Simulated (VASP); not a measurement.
# BiTe (R-3m) in VASP: notebook

One crystal, BiTe, is run at these levels: PBE; tasks: single point.

Program: VASP 6.6.1. These are calculated values, not measurements. Logs are shortened: lines on timing, memory, paths and dates and some standing lists are left out, and cuts for length are marked.

### 1 The structure

It takes space group R-3m (No. 166, trigonal). The conventional cell has a = 4.845 Å, b = 4.845 Å, c = 9.952 Å, α = 90.00°, β = 90.00°, γ = 120.00°. Bi (site symmetry -3m) has 6 Te at 3.25 Å as nearest neighbours. Around Te (site symmetry -3m) lie 6 Bi at 3.25 Å.

The cell comes from a database or a generator and needn't be the stable form of this composition.

### 2 Single point, PBE

Contents of INCAR:

```
PREC = Accurate
ENCUT = 250
EDIFF = 1E-7
ISMEAR = 0
SIGMA = 0.05
LREAL = F
LASPH = T
NELM = 100
ALGO = Normal
ISIF = 2
LWAVE = F
LCHARG = F
GGA = PE
NBANDS = 18
ADDGRID = F
```

Contents of KPOINTS:

```
Automatic mesh
0
Gamma
  9 9 9
```

Contents of POSCAR:

```
BiTe
1.0
    2.4227077728      1.3987509848      3.3172919545
   -2.4227077728      1.3987509848      3.3172919545
    0.0000000000     -2.7975019696      3.3172919545
Bi Te
1 1
Direct
    0.5000000000      0.5000000000      0.5000000000
    0.0000000000      0.0000000000      0.0000000000
```

Potentials or basis: VASP PAW PBE potentials, release 64 (Bi_d, Te).

The run is started by

```sh
> cat potpaw_PBE.64/Bi_d/POTCAR potpaw_PBE.64/Te/POTCAR > POTCAR
> mpirun -np 1 vasp_std > vasp.out
```

OUTCAR:

```text
PREC = Accurate
   ENCUT = 250
   EDIFF = 1E-7
   ISMEAR = 0
   LREAL = F
   LASPH = T
   NELM = 100
   ISIF = 2
   GGA = PE

 Found     85 irreducible k-points:

 Following reciprocal coordinates:
            Coordinates               Weight
  0.000000  0.000000  0.000000      1.000000
  0.111111 -0.000000  0.000000      6.000000
  0.222222 -0.000000  0.000000      6.000000
  0.333333  0.000000  0.000000      6.000000
  0.444444 -0.000000  0.000000      6.000000
  0.111111  0.111111  0.000000      6.000000
   k-points           NKPTS =     85   k-points in BZ     NKDIM =     85   number of bands    NBANDS=     18
   number of dos      NEDOS =    301   number of ions     NIONS =      2
   total plane-waves  NPLWV =  13824
   dimension x,y,z NGX =    24 NGY =   24 NGZ =   24
   dimension x,y,z NGXF=    48 NGYF=   48 NGZF=   48
   ions per type =               1   1
   NGX,Y,Z   is equivalent  to a cutoff of   9.19,  9.19,  9.19 a.u.
   NGXF,Y,Z  is equivalent  to a cutoff of  18.39, 18.39, 18.39 a.u.
 SYSTEM =  unknown system
   PREC   = accura    normal or accurate (medium, high low for compatibility)
   ISTART =      0    job   : 0-new  1-cont  2-samecut
   ICHARG =      2    charge: 1-file 2-atom 10-const
   ISPIN  =      1    spin polarized calculation?
   LNONCOLLINEAR =      F non collinear calculations
   LSORBIT =      F    spin-orbit coupling
   LASPH  =      T    aspherical Exc in radial PAW
   ENCUT  =  250.0 eV  18.37 Ry    4.29 a.u.   5.59  5.59  5.59*2*pi/ulx,y,z
   NELM   =    100;   NELMIN=  2; NELMDL= -5     # of ELM steps
   EDIFF  = 0.1E-06   stopping-criterion for ELM
[... 30 lines left out ...]
 non-spin polarized calculation
 Gauss-broadening in eV      SIGMA  =   0.05
  energy-cutoff  :      250.00
  volume of cell :       67.45
 maximum number of plane-waves:       627
   NGX = 11   NGY = 11   NGZ = 11

 number of electron      21.0000019 magnetization

 Free energy of the ion-electron system (eV)
  ---------------------------------------------------
  ext. energy  EPLUGINS =         0.00000000
  ---------------------------------------------------
  free energy    TOTEN  =        -7.18156499 eV

  energy without entropy =       -7.18009202  energy(sigma->0) =       -7.18082850

 E-fermi :   6.6471     XC(G=0):  -9.4766

 val. band max:        6.6402388093   @ k =  -0.4444   0.2222   0.2222
 cond. band min:       6.6553901745   @ k =  -0.2222   0.4444   0.2222
 fundamental gap:      0.0151513653
 Fermi energy:         6.6470724548

 k-point     1 :       0.0000    0.0000    0.0000
  band No.  band energies     occupation
      1     -16.5163      2.00000
      2     -16.5163      2.00000
      3     -16.5077      2.00000
      4     -16.5077      2.00000
      5     -16.4950      2.00000
      6      -6.8120      2.00000
[... 10 lines left out ...]
     17      13.3192      0.00000
     18      13.5550      0.00000

 k-point     2 :       0.1111   -0.0000    0.0000
  band No.  band energies     occupation
      1     -16.5161      2.00000
      2     -16.5159      2.00000
      3     -16.5083      2.00000
      4     -16.5069      2.00000
      5     -16.4946      2.00000
      6      -6.7069      2.00000
[... 10 lines left out ...]
     17      13.5879      0.00000
     18      14.0330      0.00000

 k-point     3 :       0.2222   -0.0000    0.0000
  band No.  band energies     occupation
      1     -16.5160      2.00000
      2     -16.5153      2.00000
      3     -16.5099      2.00000
      4     -16.5051      2.00000
      5     -16.4937      2.00000
      6      -6.3947      2.00000
[... 10 lines left out ...]
     17      14.8212      0.00000
     18      15.3553      0.00000

 k-point     4 :       0.3333    0.0000    0.0000
  band No.  band energies     occupation
      1     -16.5162      2.00000
      2     -16.5151      2.00000
      3     -16.5113      2.00000
      4     -16.5033      2.00000
      5     -16.4920      2.00000
      6      -5.8861      2.00000
[... 10 lines left out ...]
     17      15.4355      0.00000
     18      16.3823      0.00000

 k-point     5 :       0.4444   -0.0000    0.0000
  band No.  band energies     occupation
      1     -16.5165      2.00000
      2     -16.5157      2.00000
      3     -16.5114      2.00000
      4     -16.5025      2.00000
      5     -16.4903      2.00000
      6      -5.2079      2.00000
[... 10 lines left out ...]
     17      14.9232      0.00000
     18      16.6612      0.00000

 k-point     6 :       0.1111    0.1111    0.0000
  band No.  band energies     occupation
      1     -16.5166      2.00000
      2     -16.5155      2.00000
      3     -16.5084      2.00000
      4     -16.5062      2.00000
      5     -16.4946      2.00000
      6      -6.6638      2.00000
[... 10 lines left out ...]
     17      13.2922      0.00000
     18      13.7075      0.00000

 [... further k-points ...]
[... 5 lines left out ...]
  --------------------------------------------------------------------------------------
  -------------------------------------------------------------------------------------
  Total       -0.1429059     -0.1429059     -0.0357858     -0.0000000     -0.0000000      0.0000000
  in kB       -3.3945678     -3.3945678     -0.8500505     -0.0000000     -0.0000000      0.0000000
  external PRESSURE =      -2.5463954 kB  Pullay stress =       0.0000000 kB

 VOLUME and BASIS-vectors are now :
 -----------------------------------------------------------------------------
  energy-cutoff  :      250.00
  volume of cell :       67.45
      direct lattice vectors                 reciprocal lattice vectors
     2.422707773  1.398750985  3.317291954     0.206380648  0.119153923  0.100483568
    -2.422707773  1.398750985  3.317291954    -0.206380648  0.119153923  0.100483568
     0.000000000 -2.797501970  3.317291954     0.000000000 -0.238307845  0.100483568

 POSITION                                       TOTAL-FORCE (eV/Angst)
 -----------------------------------------------------------------------------------
      0.00000      0.00000      4.97594         0.000000      0.000000      0.000000
      0.00000      0.00000      0.00000        -0.000000     -0.000000     -0.000000
 -----------------------------------------------------------------------------------
    total drift:                               -0.000000      0.000000     -0.000000

  FREE ENERGIE OF THE ION-ELECTRON SYSTEM (eV)
  ---------------------------------------------------
  free  energy   TOTEN  =        -7.1815649853 eV

  energy  without entropy=       -7.1800920166  energy(sigma->0) =       -7.18082850
```

Wall time 14 s (1 thread of Intel Xeon 6975P-C (Granite Rapids), shared host); peak memory 0.16 GiB.

These settings aren't checked as converged: the numbers below hold their error.

What came out:

```yaml
Free_energy: -7.1816 eV
Band_gap_on_the_k_mesh: none (metal or under the smearing width)
```

Caveat: the cutoff is under 1.25 times the usual one of these potentials, so pressure, stress and relaxed cells hold a basis-set (Pulay) error; spin-orbit coupling is left out, which moves the levels of the heavy elements.

### 3 Single point, PBE

INCAR is that of step 2.

KPOINTS is that of step 2.

Contents of POSCAR:

```
BiTe
1.0
    2.4227077728      1.3987509848      3.3172919545
   -2.4227077728      1.3987509848      3.3172919545
    0.0000000000     -2.7975019696      3.3172919545
Bi Te
1 1
Direct
    0.5120250000      0.5038480000      0.5048510000
   -0.0040940000     -0.0152210000     -0.0035880000
```

Potentials or basis: VASP PAW PBE potentials, release 64 (Bi_d, Te).

The run is started by

```sh
> cat potpaw_PBE.64/Bi_d/POTCAR potpaw_PBE.64/Te/POTCAR > POTCAR
> mpirun -np 1 vasp_std > vasp.out
```

Wall time 48 s (1 thread of Intel Xeon 6975P-C (Granite Rapids), shared host); peak memory 0.25 GiB.

These settings aren't checked as converged: the numbers below hold their error.

Results:

| Item | Value |
| --- | --- |
| Free energy | -7.1689 eV |
| Largest force | 0.164 eV/Å |
| Band gap on the k mesh | none (metal or under the smearing width) |

Caveat: the cutoff is under 1.25 times the usual one of these potentials, so pressure, stress and relaxed cells hold a basis-set (Pulay) error; spin-orbit coupling is left out, which moves the levels of the heavy elements.

### 4 Single point, PBE

Changes to INCAR since step 3:

```diff
@@ -1,3 +1,3 @@
 PREC = Accurate
-ENCUT = 250
+ENCUT = 450
 EDIFF = 1E-7
```

Contents of KPOINTS:

```
Automatic mesh
0
Gamma
  7 7 7
```

Contents of POSCAR:

```
BiTe
1.0
    2.4227077728      1.3987509848      3.3172919545
   -2.4227077728      1.3987509848      3.3172919545
    0.0000000000     -2.7975019696      3.3172919545
Bi Te
1 1
Direct
    0.5000000000      0.5000000000      0.5000000000
    0.0000000000      0.0000000000      0.0000000000
```

The run is started by

```sh
> cat potpaw_PBE.64/Bi_d/POTCAR potpaw_PBE.64/Te/POTCAR > POTCAR
> mpirun -np 1 vasp_std > vasp.out
```

Run time: 20 s. Hardware: 1 thread of Intel Xeon 6975P-C (Granite Rapids), shared host; peak memory 0.18 GiB.

The run converged, but some of its settings lie outside the range that counts as converged, so its numbers aren't taken as properties of the crystal.

What came out:

* Free energy: -7.1706 eV
* Pressure: 0.2 GPa
* Band gap on the k mesh: none (metal or under the smearing width)

Caveat: spin-orbit coupling is left out, which moves the levels of the heavy elements.

### 5 Single point, PBE

INCAR is that of step 4.

KPOINTS is that of step 4.

Contents of POSCAR:

```
BiTe
1.0
    2.4227077728      1.3987509848      3.3172919545
   -2.4227077728      1.3987509848      3.3172919545
    0.0000000000     -2.7975019696      3.3172919545
Bi Te
1 1
Direct
    0.5120250000      0.5038480000      0.5048510000
   -0.0040940000     -0.0152210000     -0.0035880000
```

Potentials or basis: VASP PAW PBE potentials, release 64 (Bi_d, Te).

The run is started by

```sh
> cat potpaw_PBE.64/Bi_d/POTCAR potpaw_PBE.64/Te/POTCAR > POTCAR
> mpirun -np 1 vasp_std > vasp.out
```

OUTCAR:

```text
PREC = Accurate
   ENCUT = 450
   EDIFF = 1E-7
   ISMEAR = 0
   LREAL = F
   LASPH = T
   NELM = 100
   ISIF = 2
   GGA = PE

 Found    172 irreducible k-points:

 Following reciprocal coordinates:
            Coordinates               Weight
  0.000000  0.000000  0.000000      1.000000
  0.142857 -0.000000  0.000000      2.000000
 -0.000000  0.142857  0.000000      2.000000
  0.000000  0.000000  0.142857      2.000000
  0.285714 -0.000000  0.000000      2.000000
 -0.000000  0.285714  0.000000      2.000000
[... 81 lines left out ...]
      5     -16.5296      2.00000
      6      -6.8225      2.00000
[... 103 lines left out ...]
      5     -16.5277      2.00000
      6      -6.1390      2.00000
[... 10 lines left out ...]
     17      15.3663      0.00000
     18      16.1821      0.00000

 [... further k-points ...]
[... 5 lines left out ...]
  --------------------------------------------------------------------------------------
  -------------------------------------------------------------------------------------
  Total        0.1613410      0.2235151      0.0915407      0.0079080      0.0239116     -0.0054337
  in kB        3.8324722      5.3093453      2.1744453      0.1878452      0.5679920     -0.1290717
  external PRESSURE =       3.7720876 kB  Pullay stress =       0.0000000 kB

 VOLUME and BASIS-vectors are now :
 -----------------------------------------------------------------------------
  energy-cutoff  :      450.00
  volume of cell :       67.45
      direct lattice vectors                 reciprocal lattice vectors
     2.422707773  1.398750985  3.317291954     0.206380648  0.119153923  0.100483568
    -2.422707773  1.398750985  3.317291954    -0.206380648  0.119153923  0.100483568
     0.000000000 -2.797501970  3.317291954     0.000000000 -0.238307845  0.100483568

 POSITION                                       TOTAL-FORCE (eV/Angst)
 -----------------------------------------------------------------------------------
      0.01981      0.00863      5.04469         0.014888     -0.057202     -0.172791
      0.02696     -0.01698      9.87590        -0.014888      0.057202      0.172791
 -----------------------------------------------------------------------------------
    total drift:                               -0.000865     -0.000402      0.000227

  FREE ENERGIE OF THE ION-ELECTRON SYSTEM (eV)
  ---------------------------------------------------
  free  energy   TOTEN  =        -7.1595678393 eV

  energy  without entropy=       -7.1588533206  energy(sigma->0) =       -7.15921058
```

stdout:

```text
POSCAR found type information on POSCAR BiTe
 POSCAR found :  2 types and       2 ions
 scaLAPACK will be used
 LDA part: xc-table for (Slater+PW92), standard interpolation
 POSCAR, INCAR and KPOINTS ok, starting setup
 FFT: planning ... GRIDC
 FFT: planning ... GRID_SOFT
 FFT: planning ... GRID
 WAVECAR not read
 entering main loop
```

Wall time 80 s (1 thread of Intel Xeon 6975P-C (Granite Rapids), shared host); peak memory 0.29 GiB.

These settings aren't checked as converged: the numbers below hold their error.

Results:

```
Free energy            : -7.1596 eV
Pressure               : 0.4 GPa
Largest force          : 0.183 eV/Å
Band gap on the k mesh : none (metal or under the smearing width)
```

Caveat: spin-orbit coupling is left out, which moves the levels of the heavy elements.

### 6 For comparison

An earlier run on the cell as given: functional PBE; potentials or basis VASP PAW PBE potentials, release 64 (Bi_d, Te); cutoff 520 eV; k mesh 7 × 7 × 7; occupations fermi-dirac, width 0.05 eV; no spin polarisation.

* Pressure: 0.1 GPa
* Band gap on the k mesh: none (metal or under the smearing width)
